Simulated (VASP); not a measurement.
## KI (zincblende): one r²SCAN single-point calculation in two programs

```yaml
crystal:
  lattice:
    - [0.00000, 3.96589, 3.96589]
    - [3.96589, 0.00000, 3.96589]
    - [3.96589, 3.96589, 0.00000]
  atoms:
    - { symbol: K, position: [0.00000, 0.00000, 0.00000] }
    - { symbol: I, position: [0.25000, 0.25000, 0.25000] }
```

Datasets and cutoffs are each program's own. VASP's cell holds 16 valence electrons and Ansatz's 26. Ansatz's stress includes a Pulay correction; VASP's doesn't.

Cutoffs: 520 eV in VASP, 500 eV in Ansatz. k meshes: 6×6×6 and 6×6×6.

|  | VASP | Ansatz |
| --- | --- | --- |
| gap between bands v and c | 4.47 eV | 4.47 eV |
| least direct gap | 4.47 eV | 4.48 eV |
| pressure | 0.0 GPa | 0.0 GPa |

Band v is the last that the valence electrons fill when counted band by band, and c is the next. Levels in eV from the top of v, Ansatz:

```tsv
point	v−1	v	c	c+1
Γ	0.00	0.00	4.47	8.20
X	-0.06	-0.06	5.70	6.85
K	-0.19	-0.04	6.00	6.93
L	-0.01	-0.01	6.29	6.97
W	-0.25	-0.07	6.02	7.03
```

VASP:

```csv
point,v−1,v,c,c+1
Γ,0.00,0.00,4.47,8.19
X,-0.06,-0.06,5.69,6.84
K,-0.20,-0.04,5.99,6.92
L,-0.01,-0.01,6.29,6.97
W,-0.25,-0.07,6.02,7.02
```
